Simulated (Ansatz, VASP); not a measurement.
## One calculation of Ni, two programs

INCAR

```
SYSTEM = Ni
PREC = Accurate ; ENCUT = 520
EDIFF = 1E-6 ; ISMEAR = 0
SIGMA = 0.05 ; LREAL = .False.
LASPH = .True. ; NELM = 100
ALGO = Normal ; ISIF = 2
LWAVE = .False. ; LCHARG = .True.
GGA = PS ; LELF = .True.
LVHAR = .True. ; NBANDS = 11
```

The input KPOINTS:

```
regular mesh
0
Gamma
  20 20 20
  0 0 0
```

File POSCAR:

```
Ni
1.0
    0.0000000000      1.7315663749      1.7315663749
    1.7315663749      0.0000000000      1.7315663749
    1.7315663749      1.7315663749      0.0000000000
Ni
1
Direct
    0.0000000000      0.0000000000      0.0000000000
```

Input for Ansatz:

```yaml
crystal:
  lattice:
    - [0.0, 1.7315663749, 1.7315663749]
    - [1.7315663749, 0.0, 1.7315663749]
    - [1.7315663749, 1.7315663749, 0.0]
  atoms:
    - { symbol: Ni, position: [0.0, 0.0, 0.0] }
basis:
  ecutwfc: 420
  ecutrho_ratio: 4
kpoints:
  mp_grid: { grid: [20, 20, 20] }
hamiltonian:
  xc: pbesol
scf:
  occupations: { method: gaussian, width: 0.05 }
output:
  forces: true
  stress: true
  eigenvalues: true
```

Alike in both runs: task single point; functional PBEsol; k mesh 20 × 20 × 20; occupations gaussian, width 0.05 eV; no spin polarisation.

```csv
,VASP,Ansatz
version,VASP 6.6.1,Ansatz 0.2.0
potentials or method,"VASP PAW PBE potentials, release 64 (Ni)","scalar-relativistic, plane waves, PAW"
plane-wave cutoff (eV),520,420
valence electrons in the cell,10,18
```

Ansatz gave:

- pressure (GPa): -1.5

**Question.** Estimate VASP's values.

**Answer.** Pressure (GPa): -1.4.

With one functional, cell and mesh, what is left measures potentials, basis and numerics. The two sets of potentials don't hold the same shells in valence.

Caveats: the PAW data sets were made with another functional, which shifts forces and pressure a little (VASP); the run has no spin polarisation, though such a crystal can be magnetic. Spin polarisation is off, so any magnetic state and its effect on volume and gap are missing.
